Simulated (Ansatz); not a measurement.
Theory: Ansatz, DFT PBE, scalar-relativistic, plane waves, PAW. All cells share a 420 eV cutoff and Γ-centred k meshes spaced at most about 0.3 Å⁻¹ (about 0.25 or finer for metals, 2π included). Cells run with spin keep no moment; the others have no spin polarisation.

All energies are static (0 K, no zero-point motion).

Two relaxed structures of Al4Co:

A.

```xyz
5
Lattice="-3.0572 3.0572 1.9017 3.0572 -3.0572 1.9017 3.0572 3.0572 -1.9017" Properties=species:S:1:pos:R:3 pbc="T T T"
Al    1.2512    3.7022    0.0000
Al    1.8060   -0.6450    1.9017
Al    0.6450    1.8060    1.9017
Al    2.4122    1.2512    0.0000
Co    0.0000    0.0000    0.0000
```

B.

```xyz
10
Lattice="4.1693 0.0000 0.0000 0.0000 4.1693 0.0000 0.0000 0.0000 8.9820" Properties=species:S:1:pos:R:3 pbc="T T T"
Al    0.0000    0.0000    0.0000
Al    2.0846    2.0846    0.0000
Al    0.0000    2.0846    4.3539
Al    2.0846    0.0000    4.6281
Al    0.0000    0.0000    2.6400
Al    2.0846    2.0846    2.6400
Al    2.0846    2.0846    6.3420
Al    0.0000    0.0000    6.3420
Co    0.0000    2.0846    1.5781
Co    2.0846    0.0000    7.4039
```

**Question.** Which would you expect to be lower, and how large is the difference?

**Answer.** B is lower, by 64 meV/atom. A has Al and Co ordered on fcc sites, space group I4/m (No. 87), 14.2 Å³/atom and no gap on its mesh; B has space group P4/nmm (No. 129), 15.6 Å³/atom and no gap. Counting all near atoms (those within 1.25 times the shortest distance at each site; a plus sign parts nearer from farther groups; a slash parts the counts of unlike sites), A has Al 12, Co 12 and B has Al 2+5/6+4/13, Co 4+5. The lower one is the more open, so pressure narrows the difference. In A, Al has 9 Al at 2.65–2.82 Å and 3 Co at 2.70–2.72 Å; around Co lie 12 Al at 2.70–2.72 Å. In B, around Al on a site of symmetry -4m2 lie 4 Co at 2.61 Å, 2 Al at 2.64 Å and 4 Al at 2.95 Å; around Al on a site of symmetry 4mm lie 4 Al at 2.70 Å, 1 Co at 2.78 Å and 8 Al at 2.88–2.96 Å; around Co lie 4 Al at 2.34 Å, 4 Al at 2.61 Å and 1 Al at 2.78 Å; 1 more site not described. Both come from invented guesses. The lowest form computed isn't among them: it has Al and Co ordered on fcc sites, space group I4/mmm (No. 139), 14.6 Å³/atom and lies 5 meV/atom below the best shown.

A magnetic state wasn't ruled out in cells without spin, among them P4/nmm. Cells relaxed within their symmetry can be saddle points. Some candidate types were left out of the draw beforehand, so a known form may be missing.
